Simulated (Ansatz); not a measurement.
AlN, before and after

The guess for AlN was made by a generator: 4-connected net, two elements alternating (Ibam, No. 72). Lengths were set from tabulated atomic sizes, so they are only a guess.

start.cif

```cif
data_structure
_symmetry_space_group_name_H-M 'Ibam'
_symmetry_Int_Tables_number 72
_cell_length_a 6.2011
_cell_length_b 7.2160
_cell_length_c 5.0536
_cell_angle_alpha 90.000
_cell_angle_beta 90.000
_cell_angle_gamma 90.000
_cell_volume 226.13
loop_
_atom_site_label
_atom_site_type_symbol
_atom_site_symmetry_multiplicity
_atom_site_Wyckoff_symbol
_atom_site_fract_x
_atom_site_fract_y
_atom_site_fract_z
_atom_site_occupancy
Al1 Al 8 j 0.89600 0.84491 0.50000 1
Al2 Al 4 b 0.00000 0.50000 0.25000 1
N1 N 8 j 0.10400 0.34491 0.00000 1
N2 N 4 a 0.00000 0.00000 0.25000 1
```

All numbers below come from DFT PBE, scalar-relativistic, plane waves, PAW in Ansatz. Cutoff 420 eV, Gaussian smearing, Γ-centred meshes. Cell and atoms relax first on a coarse mesh and then on a converged one. In between, the cell is made exact in the group found at 0.06 Å. The steps can't lower the symmetry of their start. No spin polarisation.

end.cif

```cif
data_structure
_symmetry_space_group_name_H-M 'Ibam'
_symmetry_Int_Tables_number 72
_cell_length_a 5.7996
_cell_length_b 8.0014
_cell_length_c 5.6171
_cell_angle_alpha 90.000
_cell_angle_beta 90.000
_cell_angle_gamma 90.000
_cell_volume 260.66
loop_
_atom_site_label
_atom_site_type_symbol
_atom_site_symmetry_multiplicity
_atom_site_Wyckoff_symbol
_atom_site_fract_x
_atom_site_fract_y
_atom_site_fract_z
_atom_site_occupancy
Al1 Al 8 j 0.91018 0.85129 0.00000 1
Al2 Al 4 b 0.00000 0.50000 0.75000 1
N1 N 8 j 0.08752 0.34401 0.50000 1
N2 N 4 a 0.00000 0.00000 0.75000 1
```

The symmetry stays Ibam (No. 72). The volume per atom grows by 15.3 %, from 9.4 to 10.9 Å³. The shortest distance goes from 1.81 Å (Al–N) to 1.87 Å (Al–N). The energy falls by about 0.27 eV/atom (the start's value is from the coarse mesh).

| Item | Value |
| --- | --- |
| Volume per atom | 10.86 Å³ |
| Density | 3.13 g/cm³ |
| Formation energy | −1.170 eV/atom |
| Gap on the 6×6×6 mesh of the 12-atom cell | 2.68 eV |

Energies over the elements count from the elements' standard structures at the same level (N₂ as a molecule), with no fitted energy shifts.

The last run used Gaussian smearing of 0.02 eV. Kohn–Sham gaps at this level usually fall short of measured ones. A structure relaxed within its symmetry needn't be a true minimum. In all, the 3 runs took 77 s on 1 thread of Intel(R) Xeon(R) Platinum 8488C (Sapphire Rapids), on a shared host. Another cell of AlN relaxed alike, in P6_3mc, lies 184 meV/atom lower, so this cell isn't the stable form at this level.
